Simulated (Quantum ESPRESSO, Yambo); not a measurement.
# CdSe (F-43m): G0W0 in Yambo against the bands, part 2 of 2

How does the gap of CdSe (F-43m) converge in the bands?

Yambo 5.3.0; PBE and many-body steps on it, plane waves. Known limits of the many-body steps: not at the basis limit; no spin-orbit coupling; coarse k mesh.

So far. Step 4 (111 bands): Against the run before, the gap moves by +0.033 eV.

## Step 5: 187 bands

Level of this step: G0W0 on PBE, plane waves, norm-conserving pseudopotentials (Yambo).

Input file gw4.in:

```
HF_and_locXC
gw0
dyson
ppa
em1d
rim_cut
RandQpts= 1000000
RandGvec= 1 RL
EXXRLvcs= 104 Ry
VXCRLvcs= 416 Ry
Chimod= "HARTREE"
% BndsRnXp
 1 | 187 |
%
NGsBlkXp= 14.5 Ry
% LongDrXp
 1 | 1 | 1 |
%
% GbndRnge
 1 | 187 |
%
DysSolver= "n"
ExtendOut
PPAPntXp= 27.21138 eV
% QPkrange
 1 | 1 | 21 | 24 |
%
```

The run is started by

```console
$ OMP_NUM_THREADS=1 mpirun -n 8 yambo -F gw4.in -J gw4 -C gw4 > gw4.log
```

The program printed:

```text
 Yambo, version 5.3.0

 [02] CORE Variables Setup
 =========================

  [... cell, symmetries and grids as in the set-up ...]

  [02.05] Energies & Occupations
  ==============================

  [X] === General ===
  [X] Electronic Temperature                        :  0.000000  0.000000 [eV K]
  [X] Bosonic    Temperature                        :  0.000000  0.000000 [eV K]
  [X] Finite Temperature mode                       : no
  [X] El. density                                   :  0.79478E+24 [cm-3]
[...]
Sx RL components                                 :   6855

   QP @ state[ 1 ] K range                          :  1  1
   QP @ state[ 1 ] b range                          :  21  24
   GF energies kind                                 : Perdew, Burke & Ernzerhof(X)+Perdew, Burke & Ernzerhof(C)
   GF WF`s kind                                     : Perdew, Burke & Ernzerhof(X)+Perdew, Burke & Ernzerhof(C)
   Xs energies kind                                 : Perdew, Burke & Ernzerhof(X)+Perdew, Burke & Ernzerhof(C)
   Xs WF`s kind                                     : Perdew, Burke & Ernzerhof(X)+Perdew, Burke & Ernzerhof(C)

 [11] Game Over & Game summary
```

Run time: 2.9 min. Hardware: 8 MPI ranks of Intel Xeon at 2.60GHz (Ice Lake), shared host; peak memory 4.8 GiB; 23 min of CPU time.

Numbers from this step:

- G0W0 gap on the points computed: 1.309 eV
- starting gap on the mesh: 0.6428 eV
- k of the valence top: 0, 0, 0
- k of the conduction bottom: 0, 0, 0
- least direct G0W0 gap on the computed points: 1.309 eV

Against the run before, the gap moves by +0.047 eV.

## Step 6: 276 bands

Input file gw5.in:

```
HF_and_locXC
gw0
dyson
ppa
em1d
rim_cut
RandQpts= 1000000
RandGvec= 1 RL
EXXRLvcs= 104 Ry
VXCRLvcs= 416 Ry
Chimod= "HARTREE"
% BndsRnXp
 1 | 276 |
%
NGsBlkXp= 14.5 Ry
% LongDrXp
 1 | 1 | 1 |
%
% GbndRnge
 1 | 276 |
%
DysSolver= "n"
ExtendOut
PPAPntXp= 27.21138 eV
% QPkrange
 1 | 1 | 21 | 24 |
%
```

The run is started by

```console
$ OMP_NUM_THREADS=1 mpirun -n 8 yambo -F gw5.in -J gw5 -C gw5 > gw5.log
```

The program printed:

```text
 Yambo, version 5.3.0

 [02] CORE Variables Setup
 =========================

  [... cell, symmetries and grids as in the set-up ...]

  [02.05] Energies & Occupations
  ==============================

  [X] === General ===
  [X] Electronic Temperature                        :  0.000000  0.000000 [eV K]
  [X] Bosonic    Temperature                        :  0.000000  0.000000 [eV K]
  [X] Finite Temperature mode                       : no
  [X] El. density                                   :  0.79478E+24 [cm-3]
[...]
Sx RL components                                 :   6855

   QP @ state[ 1 ] K range                          :  1  1
   QP @ state[ 1 ] b range                          :  21  24
   GF energies kind                                 : Perdew, Burke & Ernzerhof(X)+Perdew, Burke & Ernzerhof(C)
   GF WF`s kind                                     : Perdew, Burke & Ernzerhof(X)+Perdew, Burke & Ernzerhof(C)
   Xs energies kind                                 : Perdew, Burke & Ernzerhof(X)+Perdew, Burke & Ernzerhof(C)
   Xs WF`s kind                                     : Perdew, Burke & Ernzerhof(X)+Perdew, Burke & Ernzerhof(C)

 [11] Game Over & Game summary
```

Elapsed: 4.2 min, on 8 MPI ranks; peak memory 5.1 GiB; 34 min of CPU time.

This step gave:

- G0W0 gap on the points computed: 1.330 eV
- starting gap on the mesh: 0.6428 eV
- k of the valence top: 0, 0, 0
- k of the conduction bottom: 0, 0, 0
- least direct G0W0 gap on the computed points: 1.330 eV

Against the run before, the gap moves by +0.021 eV.

## Step 7: 377 bands

Input file gw6.in:

```
HF_and_locXC
gw0
dyson
ppa
em1d
rim_cut
RandQpts= 1000000
RandGvec= 1 RL
EXXRLvcs= 104 Ry
VXCRLvcs= 416 Ry
Chimod= "HARTREE"
% BndsRnXp
 1 | 377 |
%
NGsBlkXp= 14.5 Ry
% LongDrXp
 1 | 1 | 1 |
%
% GbndRnge
 1 | 377 |
%
DysSolver= "n"
ExtendOut
PPAPntXp= 27.21138 eV
% QPkrange
 1 | 1 | 21 | 24 |
%
```

The run is started by

```console
$ OMP_NUM_THREADS=1 mpirun -n 8 yambo -F gw6.in -J gw6 -C gw6 > gw6.log
```

The program printed:

```text
 Yambo, version 5.3.0

 [02] CORE Variables Setup
 =========================

  [... cell, symmetries and grids as in the set-up ...]

  [02.05] Energies & Occupations
  ==============================

  [X] === General ===
  [X] Electronic Temperature                        :  0.000000  0.000000 [eV K]
  [X] Bosonic    Temperature                        :  0.000000  0.000000 [eV K]
  [X] Finite Temperature mode                       : no
  [X] El. density                                   :  0.79478E+24 [cm-3]
[...]
Sx RL components                                 :   6855

   QP @ state[ 1 ] K range                          :  1  1
   QP @ state[ 1 ] b range                          :  21  24
   GF energies kind                                 : Perdew, Burke & Ernzerhof(X)+Perdew, Burke & Ernzerhof(C)
   GF WF`s kind                                     : Perdew, Burke & Ernzerhof(X)+Perdew, Burke & Ernzerhof(C)
   Xs energies kind                                 : Perdew, Burke & Ernzerhof(X)+Perdew, Burke & Ernzerhof(C)
   Xs WF`s kind                                     : Perdew, Burke & Ernzerhof(X)+Perdew, Burke & Ernzerhof(C)

 [11] Game Over & Game summary
```

It took 5.7 min on 8 MPI ranks; peak memory 6.2 GiB.

This step gave:

```
G0W0 gap on the points computed              : 1.339 eV
starting gap on the mesh                     : 0.6428 eV
k of the valence top                         : 0, 0, 0
k of the conduction bottom                   : 0, 0, 0
least direct G0W0 gap on the computed points : 1.339 eV
```

Against the run before, the gap moves by +0.009 eV.

## Step 8: Side by side

Times are wall times on 8 MPI ranks of Intel Xeon at 2.60GHz (Ice Lake), shared host, good to a factor of about two.

```
      run   mesh  bands  screening cutoff (eV)  DFT gap (eV)  gap on the mesh (eV)  direct (eV)     time
 42 bands  4×4×4     42                  197.3         0.643                 1.270        1.270     36 s
 66 bands  4×4×4     66                  197.3         0.643                 1.229        1.229     59 s
111 bands  4×4×4    111                  197.3         0.643                 1.261        1.261  1.7 min
187 bands  4×4×4    187                  197.3         0.643                 1.309        1.309  2.9 min
276 bands  4×4×4    276                  197.3         0.643                 1.330        1.330  4.2 min
377 bands  4×4×4    377                  197.3         0.643                 1.339        1.339  5.7 min
```

## Step 9: Outcome

| Property | Result |
| --- | --- |
| 42 bands | 1.270 eV |
| 66 bands | 1.229 eV |
| 111 bands | 1.261 eV |
| 187 bands | 1.309 eV |
| 276 bands | 1.330 eV |
| 377 bands | 1.339 eV |
| known limits | not at the basis limit; no spin-orbit coupling; coarse k mesh |

In words: The setting moved: bands. From 42 bands to 377 bands the gap moves by +0.07 eV, for 9.5 times the time, not steadily: it passes through 1.23 eV. It holds to 0.03 eV from 276 bands on. Bands and screening cutoff are coupled, so a series along one setting does not show full convergence. Bands and cutoff are finite, so the gap is not at the basis limit. The miss can reach some tenths of an eV and take either sign; the mesh is an error of its own. In the G0W0 runs levels were corrected at 1 k point alone, so a gap called «on the mesh» is the least over those, and an edge elsewhere would be missed. The 4×4×4 mesh is coarse for this cell, which bears on the long-range parts of exchange and screening. The many-body steps are scalar-relativistic: spin-orbit coupling is not in them.

[Paths, hosts, dates, memory and timing lines, banners, echoed tables and standing remarks are left out of the program output.]

[Logs are printed without paths, hosts, clocks, repeated set-up lines and the standing remarks that a program may print on its own settings, such as how far it seeks lower states.]

[Runs of the session that timed out or met a known fault of the program may be left out.]

[Hosts, paths, dates, database ids (printed as entryN), source tags and the programs' standing remarks are cut or masked in the printed files.]
